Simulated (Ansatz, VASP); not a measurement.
Zn: VASP beside Ansatz

Contents of INCAR:

```
ALGO = Normal ; EDIFF = 1E-7
ENCUT = 520 ; GGA = PE
ISIF = 2 ; ISMEAR = -1
LASPH = True ; LCHARG = False
LREAL = False ; LWAVE = False
NBANDS = 19 ; NELM = 80
PREC = Accurate ; SIGMA = 0.05
```

File KPOINTS:

```
k-points
0
Gamma
  11 11 6
```

POSCAR

```
Zn
1.0
    2.6339144954      0.0000000000      0.0000000000
   -1.3169572477      2.2810368644      0.0000000000
    0.0000000000      0.0000000000      4.8988836645
Zn
2
Direct
    0.6666666667      0.3333333333      0.7500000000
    0.3333333333      0.6666666667      0.2500000000
```

File input.yaml:

```yaml
crystal:
  lattice:
    - [2.6339144954, 0.0, 0.0]
    - [-1.3169572477, 2.2810368644, 0.0]
    - [0.0, 0.0, 4.8988836645]
  atoms:
    - { symbol: Zn, position: [0.6666666667, 0.3333333333, 0.75] }
    - { symbol: Zn, position: [0.3333333333, 0.6666666667, 0.25] }
hamiltonian:
  xc: pbe
  pseudopotentials: { kind: paw }
kpoints:
  mp_grid: { grid: [11, 11, 6] }
scf:
  occupations: { method: fermi_dirac, width: 0.05 }
output:
  forces: true
  stress: true
  eigenvalues: true
```

Change from the starting cell: volume scaled by 0.96.

Alike in both runs: task single point; functional PBE; k mesh 11 × 11 × 6; occupations fermi-dirac, width 0.05 eV; no spin polarisation.

```csv
,VASP,Ansatz
version,VASP 6.6.1,Ansatz 0.2.0
potentials or method,"VASP PAW PBE potentials, release 64 (Zn)",Ansatz PAW
plane-wave cutoff (eV),520,420
valence electrons in the cell,24,24
```

```tsv
	VASP	Ansatz	Ansatz less VASP
gap on the k mesh at the Fermi level (eV)	none	none	-
pressure (GPa)	2.9	2.5	-0.36
largest component of the traceless stress (GPa)	1.68	1.52	-0.159
```

A gap of «none» marks a metal or a gap that the smearing closes. With one functional, cell and mesh, what is left measures potentials, basis and numerics.
